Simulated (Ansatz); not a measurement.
# TiCo2: how settings move the results

The task here is to estimate one member of a computed series from the others.

Computed with Ansatz 0.2.0 (DFT r2SCAN, scalar-relativistic, plane waves, PAW, unless a step's input says otherwise).

2 further runs of the same task are left out: 1 that didn't finish, 1 set aside as unsound or not needed. Runs told in other sessions of the task aren't counted.

**The system as given**

Symmetry: Fd-3m, No. 227, cubic system. The conventional cell has a = 6.704 Å, b = 6.704 Å, c = 6.704 Å, α = 90.00°, β = 90.00°, γ = 90.00°. Ti (site symmetry -43m) has 12 Co at 2.78 Å and 4 Ti at 2.90 Å in its first shell of neighbours. Around Co (site symmetry -3m) lie 6 Co at 2.37 Å and 6 Ti at 2.78 Å.

Structure file:

```cif
data_structure
_symmetry_space_group_name_H-M 'P 1'
_symmetry_Int_Tables_number 1
_cell_length_a 4.7404
_cell_length_b 4.7404
_cell_length_c 4.7404
_cell_angle_alpha 60.000
_cell_angle_beta 60.000
_cell_angle_gamma 60.000
_cell_volume 75.33
loop_
_atom_site_label
_atom_site_type_symbol
_atom_site_fract_x
_atom_site_fract_y
_atom_site_fract_z
_atom_site_occupancy
Ti1 Ti 0.50000 0.50000 0.50000 1
Ti2 Ti 0.75000 0.75000 0.75000 1
Co1 Co 0.12500 0.12500 0.12500 1
Co2 Co 0.62500 0.12500 0.12500 1
Co3 Co 0.12500 0.12500 0.62500 1
Co4 Co 0.12500 0.62500 0.12500 1
```

The structure comes from the Crystallography Open Database; it is used as listed.

**The base run, which the others are set against**

input.yaml

```yaml
crystal:
  lattice:
    - [0.0, 3.352, 3.352]
    - [3.352, 0.0, 3.352]
    - [3.352, 3.352, 0.0]
  atoms:
    - { symbol: Ti, position: [0.5, 0.5, 0.5], spin: -0.75 }
    - { symbol: Ti, position: [0.75, 0.75, 0.75], spin: -0.75 }
    - { symbol: Co, position: [0.125, 0.125, 0.125], spin: 1.7 }
    - { symbol: Co, position: [0.625, 0.125, 0.125], spin: 1.7 }
    - { symbol: Co, position: [0.125, 0.125, 0.625], spin: 1.7 }
    - { symbol: Co, position: [0.125, 0.625, 0.125], spin: 1.7 }
basis:
  ecutwfc: 500
kpoints:
  mp_grid: { grid: [10, 10, 10] }
hamiltonian:
  xc: r2scan
scf:
  occupations: { method: gaussian, width: 0.1 }
output:
  forces: true
  stress: true
  eigenvalues: true
  populations: true
  write_density: true
  write_potential: true
  elf: true
  volumetric_format: npy
magnetization:
  spin_polarized: true
```

Its results, from an earlier run: -4256.0563 eV/atom at zero smearing, pressure -1.32 GPa, largest force 0.000 eV/Å, no gap on the mesh, site moments Ti -0.67 (×2), Co +1.55 (×4) μB, in 23 SCF cycles and 2.3 min.

The first run:

input.yaml

```yaml
crystal:
  lattice:
    - [0.0, 3.352, 3.352]
    - [3.352, 0.0, 3.352]
    - [3.352, 3.352, 0.0]
  atoms:
    - { symbol: Ti, position: [0.5, 0.5, 0.5], spin: -0.73 }
    - { symbol: Ti, position: [0.75, 0.75, 0.75], spin: -0.73 }
    - { symbol: Co, position: [0.125, 0.125, 0.125], spin: 1.71 }
    - { symbol: Co, position: [0.625, 0.125, 0.125], spin: 1.71 }
    - { symbol: Co, position: [0.125, 0.125, 0.625], spin: 1.71 }
    - { symbol: Co, position: [0.125, 0.625, 0.125], spin: 1.71 }
basis:
  ecutwfc: 150
kpoints:
  mp_grid: { grid: [10, 10, 10] }
hamiltonian:
  xc: r2scan
scf:
  occupations: { method: gaussian, width: 0.1 }
output:
  forces: true
  stress: true
  eigenvalues: true
  populations: true
magnetization:
  spin_polarized: true
```

On the command line:

```
ansatz run input.yaml --threads 1 --pin off --max-ram 2560MiB --backend cpu --events-out ev --progress --plain --runs-dir out
```

Among the steps run: Plane-wave cutoff set to 150 eV; Plane-wave cutoff set to 200 eV; Plane-wave cutoff set to 250 eV; Plane-wave cutoff set to 300 eV; Plane-wave cutoff set to 350 eV; Plane-wave cutoff: 380 eV; Plane-wave cutoff: 460 eV; Plane-wave cutoff: 520 eV; Plane-wave cutoff set to 600 eV; Plane-wave cutoff set to 700 eV; Plane-wave cutoff set to 850 eV.

One of the session's tables, all rows but one given; the rest of the session is left out.

It belongs to the step «The sweep of the plane-wave cutoff side by side». 

| cutoff (eV) | ΔE (meV/atom) | pressure (GPa) | cell moment (μB) |
| --- | --- | --- | --- |
| 150 | 79498 | 82.43 | -3.26 |
| 200 | 16480 | -3.04 | 2.08 |
| 250 | 3079 | -2.39 | 3.85 |
| 300 | 447 | -1.08 | 4.09 |
| 350 | 39.5 | -1.16 | 4.12 |
| 380 | 10.8 | -1.32 | 4.13 |
| 460 | ? | ? | ? |
| 500 | 2.75 | -1.32 | 4.14 |
| 520 | 2.21 | -1.32 | 4.14 |
| 600 | 1.29 | -1.30 | 4.14 |
| 700 | 0.79 | -1.31 | 4.14 |
| 850 | 0.00 | -1.32 | 4.14 |

Q: Estimate the row for cutoff (eV) = 460 from the others.

Worked estimate for «ΔE (meV/atom)». A straight line through the neighbours (380, 10.8) and (500, 2.75) gives 10.8 + (2.75 − 10.8) × (460 − 380) / (500 − 380) = 5.43; a parabola fitted to 4 rows on both sides gives -9.82.

The run gave: ΔE (meV/atom): 4.36; pressure (GPa): -1.34; cell moment (μB): 4.14. In «ΔE (meV/atom)» the line misses by +1.07 and the parabola by -14.18.

To keep in mind: Other magnetic orders or occupations could lie lower; they were not searched in full. The settings are coarse, so take the values as rough. Warnings in the runs' records: stability check not made, cutoff below recommended.
